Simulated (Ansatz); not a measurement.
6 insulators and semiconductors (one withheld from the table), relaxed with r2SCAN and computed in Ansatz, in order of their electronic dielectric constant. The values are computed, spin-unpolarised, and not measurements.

```csv
solid,"mean ε∞, r2SCAN","gap, r2SCAN (eV)","gap, HSE06 (eV)","gap, PBE0 (eV)",PBE0 − HSE06 (eV)
SrO (rocksalt),3.5,3.80,4.79,5.53,+0.74
KTaO3 (cubic perovskite),4.9,2.63,3.57,4.32,+0.75
GaN (wurtzite),5.4,2.35,3.20,3.89,+0.69
CdSe (wurtzite),6.4,1.11,1.54,2.14,+0.60
BeTe (zincblende),6.9,2.38,2.69,3.35,+0.66
```

Question: CuCl (zincblende) has a = 5.358 Å and an r2SCAN gap of 0.97 eV. Estimate its row.

Answer:

| solid | mean ε∞, r2SCAN | gap, r2SCAN (eV) | gap, HSE06 (eV) | gap, PBE0 (eV) | PBE0 − HSE06 (eV) |
| --- | --- | --- | --- | --- | --- |
| CuCl (zincblende) | 4.5 | 0.97 | 2.41 | 3.12 | +0.71 |

HSE06 opens the r2SCAN gap by 0.32 to 1.44 eV; the correlation with 1/ε∞ is 0.71, and six solids can't settle a trend.

No spin-orbit coupling is included; it can move band edges with weight on the heavy atoms by tenths of an eV.

The meshes of the hybrids are coarse, so their gaps aren't converged to the digits shown.
